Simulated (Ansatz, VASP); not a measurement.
# Rh: VASP beside Ansatz

INCAR

```
ALGO = Normal
EDIFF = 1E-7
ENCUT = 520
GGA = PE
ISIF = 2
ISMEAR = -1
LASPH = True
LCHARG = False
LREAL = False
LWAVE = False
NBANDS = 14
NELM = 60
PREC = Accurate
SIGMA = 0.05
```

KPOINTS

```
k-points
0
Gamma
  12 12 12
```

File POSCAR:

```
Rh
1.0
    0.0000000000      1.8722002341      1.8722002341
    1.8722002341      0.0000000000      1.8722002341
    1.8722002341      1.8722002341      0.0000000000
Rh
1
Direct
    0.0000000000      0.0000000000      0.0000000000
```

File input.yaml:

```yaml
crystal:
  lattice:
    - [0.0, 1.8722002341, 1.8722002341]
    - [1.8722002341, 0.0, 1.8722002341]
    - [1.8722002341, 1.8722002341, 0.0]
  atoms:
    - { symbol: Rh, position: [0.0, 0.0, 0.0] }
hamiltonian:
  xc: pbe
  pseudopotentials: { kind: paw }
kpoints:
  mp_grid: { grid: [12, 12, 12] }
scf:
  occupations: { method: fermi_dirac, width: 0.05 }
output:
  forces: true
  stress: true
  eigenvalues: true
  write_density: true
  write_potential: true
  elf: true
  volumetric_format: npy
```

Change from the starting cell: volume scaled by 0.96.

Alike in both runs: task single point; functional PBE; k mesh 12 × 12 × 12; occupations fermi-dirac, width 0.05 eV; no spin polarisation.

```csv
,VASP,Ansatz
version,VASP 6.6.1,Ansatz 0.2.0
potentials or method,"VASP PAW PBE potentials, release 64 (Rh_pv)",Ansatz PAW
plane-wave cutoff (eV),520,420
valence electrons in the cell,15,17
```

|  | VASP | Ansatz | Ansatz less VASP |
| --- | --- | --- | --- |
| gap on the k mesh at the Fermi level (eV) | none | none | - |
| pressure (GPa) | 20.7 | 20.6 | -0.06 |

A gap of «none» marks a metal or a gap that the smearing closes. With one functional, cell and mesh, what is left measures potentials, basis and numerics. The two sets of potentials don't hold the same shells in valence.
